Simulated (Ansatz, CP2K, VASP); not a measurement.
## ZnS: programs and potentials compared

```xyz
12
Lattice="3.8120 0.0000 0.0000 -1.9060 3.3013 0.0000 0.0000 0.0000 18.6900" Properties=species:S:1:pos:R:3 pbc="T T T"
Zn    0.0000    2.2009   15.5749
Zn    1.9060    1.1004    6.2299
Zn    1.9060    1.1004   12.4601
Zn    0.0000    2.2009    3.1151
Zn    0.0000    0.0000    9.3450
Zn    0.0000    0.0000    0.0000
S     0.0000    2.2009   17.9112
S     1.9060    1.1004    8.5662
S     1.9060    1.1004   14.7963
S     0.0000    2.2009    5.4513
S     0.0000    0.0000   11.6812
S     0.0000    0.0000    2.3362
```

Alike in all runs: task single point; functional PBE; k mesh 8 × 8 × 2; occupations gaussian, width 0.014 eV; no spin polarisation; no spin-orbit coupling. Pressure is positive in compression and, in plane waves, holds the error of the finite cutoff, which Ansatz's Pulay term estimates and takes out.

```csv
program and potentials,plane-wave cutoff (eV),notes,band gap (eV),pressure (GPa)
"Ansatz, Ansatz PAW",420,Pulay term of +0.07 GPa included,2.16,2.12
"VASP, PBE PAW files S, Zn, 520 eV",520,-,?,?
"CP2K, POTENTIAL_UZH Zn GTH-PBE-q12, S GTH-PBE-q6; TZVP-MOLOPT-PBE-GTH basis",-,atomic basis,2.13,2.59
```

Q: Estimate from the other rows what the run with VASP, PBE PAW files S, Zn, 520 eV gave.

A: Band gap 2.17 eV; pressure 2.36 GPa. The other rows, which needn't bracket it: band gap 2.13 to 2.16; pressure 2.12 to 2.59.
